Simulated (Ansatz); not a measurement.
# What a trial cell of CdSe3 relaxes into

These are results of Ansatz, DFT PBE, scalar-relativistic, plane waves, PAW, not measurements. Cutoff 420 eV, Γ-centred k mesh, Gaussian smearing, no spin polarisation in the final step.

CdSe3 was placed on the A15 structure type (Pm-3n, No. 223), with Cd in place of Si, Se in place of Cr, at a guessed volume.

```xyz
8
Lattice="5.9618 0.0000 0.0000 0.0000 5.9618 0.0000 0.0000 0.0000 5.9618" Properties=species:S:1:pos:R:3 pbc="T T T"
Cd    0.0000    0.0000    0.0000
Cd    2.9809    2.9809    2.9809
Se    0.0000    2.9809    1.4905
Se    0.0000    2.9809    4.4714
Se    1.4905    0.0000    2.9809
Se    4.4714    0.0000    2.9809
Se    2.9809    4.4714    0.0000
Se    2.9809    1.4905    0.0000
```

Steps on the 4×4×4 mesh (8 atoms). 5 of 5 steps are shown, and the free energy counts from the last. Trial steps that were taken back and renewals of the plane-wave basis can be among the rows.

| step | ΔF (meV/atom) | V (Å³/atom) | P (GPa) |
| --- | --- | --- | --- |
| 1 | 128.4 | 26.49 | -7.42 |
| 2 | 6.2 | 22.80 | -2.27 |
| 3 | 0.9 | 21.48 | 1.23 |
| 4 | -0.6 | 21.93 | -0.09 |
| 5 | 0.0 | 21.93 | -0.10 |

A final relaxation ran on a 8×8×8 mesh. The relaxed crystal, Pm-3n (No. 223):

Space group Pm-3n (No. 223). a = 5.610 Å, b = 5.610 Å, c = 5.610 Å, α = 90.00°, β = 90.00°, γ = 90.00°
```csv
atom,site,symmetry,x,y,z
Cd,2a,m-3.,0.0000,0.0000,0.0000
Se,6c,-4m.2,0.0000,0.5000,0.2500
```

* Volume per atom: 22.07 Å³
* Density: 6.57 g/cm³
* Energy over the elements: 0.38 eV/atom
* Gap on the 8×8×8 mesh: 0 eV (a metal)

Energies over the elements count from the elements' standard structures at the same level, with no empirical corrections.

The final run used a 8×8×8 mesh on its 8-atom cell and 0.10 eV smearing. The k mesh leaves about 4 meV/atom of noise in metals.

A structure relaxed within its symmetry needn't be a true minimum.

Cost: 3 runs of about 3.8 core-minutes in all, on Arm Neoverse V1 (shared hosts).